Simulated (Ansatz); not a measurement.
Where the states of Ca lie

```
Ca
1.0
     1.97128   -3.39549    0.00000
     1.97128    3.39549    0.00000
     0.00000    0.00000    6.50911
Ca
2
Direct
  0.83559 0.16441 0.25000
  0.16441 0.83559 0.75000
```

The cell is the one relaxed in the Materials Project (mp-132), not relaxed further here; entries there can be hypothetical.

These are results of DFT, PBEsol, all-electron LAPW, scalar-relativistic (Ansatz 0.2.0), not measurements.

Settings: a Γ-centred 11×11×6 k mesh, Fermi–Dirac smearing of 0.05 eV, basis error target 0.5 meV/atom, no spin polarisation.

States per eV and cell, averaged over 0.6 eV, from -4.0 to 0.0 eV, with energies (bin centres) from the Fermi level; empty bins are left out. 

```tsv
E (eV)	total
-3.8	0.19
-3.2	0.47
-2.6	0.68
-2.0	0.91
-1.4	1.29
-0.8	1.63
-0.2	1.74
```
